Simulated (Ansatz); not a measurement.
Runs of Ansatz 0.2.0 on KTaO3. The structure is cubic, space group Pm-3m (No. 221). The conventional cell has a = 3.988 Å, b = 3.988 Å, c = 3.988 Å, α = 90.00°, β = 90.00°, γ = 90.00°. Ta (site symmetry m-3m) has 6 O at 1.99 Å as nearest neighbours. K (site symmetry m-3m) is surrounded by 12 O at 2.82 Å. O (site symmetry 4/mmm) is surrounded by 2 Ta at 1.99 Å. 

```tsv
potentials or basis	cutoff (eV)	gap on the mesh (eV)	pressure (GPa)
Ansatz PAW earlier set	900	2.29	5.5
SPMS NC	1034	2.30	(a)
PseudoDojo stringent (PBE files)	1796	2.30	4.9
PseudoDojo standard (PBE files)	1143	2.30	4.4
Ansatz NC	1240	2.29	5.5
Ansatz PAW earlier set	930	2.29	5.5
JTH PAW	1380	2.24	5.9
Ansatz PAW	420	2.28	(b)
```

Alike in all rows: task single point; level PBE; no spin polarisation; cell as given; k mesh 7 × 7 × 7; smearing fermi-dirac 0.05 eV.

Q: Fill in the values left out.

A: (a) 4.6; (b) 5.4.

Caveats: odd divisions of the mesh miss points on the zone boundary, where band edges often lie, so the gap on the mesh can be too wide; spin-orbit coupling is left out, which moves the levels of the heavy elements.

A k mesh can miss the band edges, and the runs leave out spin-orbit coupling on Ta.

The runs don't all hold the same shells in valence.
